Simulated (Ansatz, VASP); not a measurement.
Given: the input of a run of VASP 6.6.1 on PbO2.

Contents of INCAR:

```
SYSTEM = PbO2
PREC     = Accurate       ! precision mode
ENCUT    = 520            ! plane-wave cutoff, eV
EDIFF    = 1E-7           ! SCF threshold, eV
ISMEAR   = -1             ! smearing method
SIGMA    = 0.05           ! smearing width, eV
LREAL    = .FALSE.        ! projectors in reciprocal space
LASPH    = .TRUE.         ! aspherical terms in the spheres
NELM     = 100            ! most SCF steps
ALGO     = Fast           ! electronic algorithm
ISIF     = 2              ! what is computed and relaxed
LWAVE    = .FALSE.        ! write WAVECAR
LCHARG   = .TRUE.         ! write CHGCAR
GGA      = PE             ! functional
LELF     = .TRUE.         ! ELF
LVHAR    = .TRUE.       
NBANDS   = 20             ! bands
```

Contents of KPOINTS:

```
Automatic mesh
0
G
  9 9 9
  0 0 0
```

File POSCAR:

```
PbO2
1.0
    0.0000000000      2.7549856893      2.7549856893
    2.7549856893      0.0000000000      2.7549856893
    2.7549856893      2.7549856893      0.0000000000
Pb O
1 2
Direct
    0.0000000000      0.0000000000      0.0000000000
    0.7500000000      0.7500000000      0.7500000000
    0.2500000000      0.2500000000      0.2500000000
```

Potentials or basis: VASP PAW PBE potentials, release 64 (Pb_d, O).

The run is started by

```console
$ cat potpaw_PBE.64/Pb_d/POTCAR potpaw_PBE.64/O/POTCAR > POTCAR
$ mpirun -np 1 vasp_std > vasp.out
```

Problem. Set up the same calculation for Ansatz 0.2.0. Potentials there: all-electron LAPW, scalar-relativistic.

Solution. As run (the cutoff follows the program's own potentials):

input.yaml

```yaml
crystal:
  lattice:
    - [0.0, 2.7549856893, 2.7549856893]
    - [2.7549856893, 0.0, 2.7549856893]
    - [2.7549856893, 2.7549856893, 0.0]
  atoms:
    - { symbol: Pb, position: [0.0, 0.0, 0.0] }
    - { symbol: O, position: [0.75, 0.75, 0.75] }
    - { symbol: O, position: [0.25, 0.25, 0.25] }
kpoints:
  mp_grid: { grid: [9, 9, 9] }
scf:
  occupations: { method: fermi_dirac, width: 0.05 }
hamiltonian:
  xc: pbe
  pseudopotentials: { kind: all_electron, lapw: { basis_error: 0.001 } }
output:
  forces: true
  stress: true
  eigenvalues: true
```

Potentials or basis: all-electron LAPW, scalar-relativistic.

Launch:

```bash
$ ansatz run input.yaml --threads 2 --pin off --max-ram 5120MiB --backend cpu --events-out ev --progress --plain --runs-dir out
```

Both were run:

|  | VASP | Ansatz | Ansatz less VASP |
| --- | --- | --- | --- |
| gap on the k mesh at the Fermi level (eV) | none | none | - |
| pressure (GPa) | -6.3 | -6.4 | -0.11 |

A gap of «none» marks a metal or a gap that the smearing closes. Ansatz ran all-electron here, so the differences hold the error of VASP's frozen core and of both bases.

Spin-orbit coupling is left out, which matters for the levels of Pb.
